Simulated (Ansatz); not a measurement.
## K started on a Zn site next to H started midway between two neighbours in rutile ZnF2, 13 atoms, charge −1

A calculation with Ansatz 0.2.0 (PAW, plane waves); the settings stand in the input.

The input as it was run:

```yaml
accuracy: high
crystal:
  lattice:
    - [4.717118, 0.000000, 0.000000]
    - [0.000000, 4.717118, 0.000000]
    - [0.000000, 0.000000, 6.257242]
  atoms:
    - { symbol: Zn, position: [0.007089, 0.018799, 0.995976] }
    - { symbol: Zn, position: [0.981837, 0.990068, 0.499543] }
    - { symbol: Zn, position: [0.491209, 0.514400, 0.754034] }
    - { symbol: K, position: [0.565160, 0.421334, 0.246626], spin: 0.125 }
    - { symbol: F, position: [0.303211, 0.300732, 0.008069], spin: 0.125 }
    - { symbol: F, position: [0.306554, 0.305170, 0.490221], spin: 0.125 }
    - { symbol: F, position: [0.701251, 0.713936, 0.999648], spin: 0.125 }
    - { symbol: F, position: [0.701131, 0.696381, 0.495402], spin: 0.125 }
    - { symbol: F, position: [0.125856, 0.881819, 0.258484], spin: 0.125 }
    - { symbol: F, position: [0.199774, 0.803910, 0.756992] }
    - { symbol: F, position: [0.810688, 0.207737, 0.257003], spin: 0.125 }
    - { symbol: F, position: [0.798260, 0.196746, 0.758532] }
    - { symbol: H, position: [0.358952, 0.649540, 0.240942], spin: 0.125 }
kpoints:
  mp_grid: { grid: [2, 2, 2], shift: [0.5, 0.5, 0.5] }
hamiltonian:
  xc: pbesol
total_charge: -1
magnetization:
  spin_polarized: true
scf:
  occupations: { method: fixed }
  max_iter: 6
output:
  forces: true
  eigenvalues: true
  stress: true
```

Launch command:

```sh
ansatz run in.yaml --threads 8 --pin off --max-ram 13300MiB --runs-dir r --events-out ev --progress --plain
```

The output:

```
Error: inconsistent input (scf.occupations.method, magnetization): a σ = 0 step fill (method: fixed, or a smearing width below the step floor) cannot realise an odd electron count (103) without a locked total moment — the per-k integer fill puts the same N_el/2 bands in each spin channel; set magnetization.spin_polarized: true with magnetization.spin_locking.lock_magnetization: hard and an odd mag
```

The program refused the input.
